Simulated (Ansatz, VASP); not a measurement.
## ZnSe: VASP beside Ansatz

INCAR

```
SYSTEM = ZnSe
ALGO = Normal
EDIFF = 1E-6
ENCUT = 520
GGA = PE
ISIF = 2
ISMEAR = -1
LASPH = .TRUE.
LCHARG = .FALSE.
LREAL = .FALSE.
LWAVE = .FALSE.
NBANDS = 16
NELM = 100
PREC = Accurate
SIGMA = 0.03
```

File KPOINTS:

```
k-points
0
G
  8 8 8
  0 0 0
```

The input POSCAR:

```
ZnSe
1.0
    0.0000000000      2.9188140000      2.8338000000
    2.9188140000      0.0000000000      2.8338000000
    2.9188140000      2.9188140000      0.0000000000
Zn Se
1 1
Direct
    0.0000000000      0.0000000000      0.0000000000
    0.7500000000      0.7500000000      0.7500000000
```

Input for Ansatz:

```yaml
crystal:
  lattice:
    - [0.0, 2.918814, 2.8338]
    - [2.918814, 0.0, 2.8338]
    - [2.918814, 2.918814, 0.0]
  atoms:
    - { symbol: Zn, position: [0.0, 0.0, 0.0] }
    - { symbol: Se, position: [0.75, 0.75, 0.75] }
kpoints:
  mp_grid: { grid: [8, 8, 8] }
  band_path:
    path:
      - [0.0, 0.0, 0.0]
      - [0.0, 0.5, 0.5]
      - [0.25, 0.75, 0.5]
      - [0.0, 0.5, 0.0]
      - [0.0, 0.0, 0.0]
      - [0.5, 0.5, 0.0]
      - [0.3826125, 0.6173875, 0.0]
      - [-0.3826125, 0.3826125, 0.0]
      - [0.0, 0.0, 0.0]
    npoints: 5
scf:
  occupations: { method: fermi_dirac, width: 0.03 }
hamiltonian:
  xc: pbe
  pseudopotentials: { kind: all_electron, lapw: { basis_error: 0.001 } }
output:
  forces: true
  stress: true
  eigenvalues: true
```

Change from the starting cell: equal xx and yy strain of +3 %.

Alike in both runs: task single point; functional PBE; k mesh 8 × 8 × 8; occupations fermi-dirac, width 0.03 eV; no spin polarisation.

```csv
,VASP,Ansatz
version,VASP 6.6.1,Ansatz 0.2.0
potentials or method,"VASP PAW PBE potentials, release 64 (Zn, Se)","all-electron LAPW, scalar-relativistic"
plane-wave cutoff (eV),520,see its input
```

Ansatz gave:

- pressure (GPa): -1.3
- largest component of the traceless stress (GPa): 0.65

Question: What did VASP give for the same quantities?

Answer: Pressure (GPa): -1.1; largest component of the traceless stress (GPa): 0.65.

Ansatz ran all-electron here, so the differences hold the error of VASP's frozen core and of both bases.
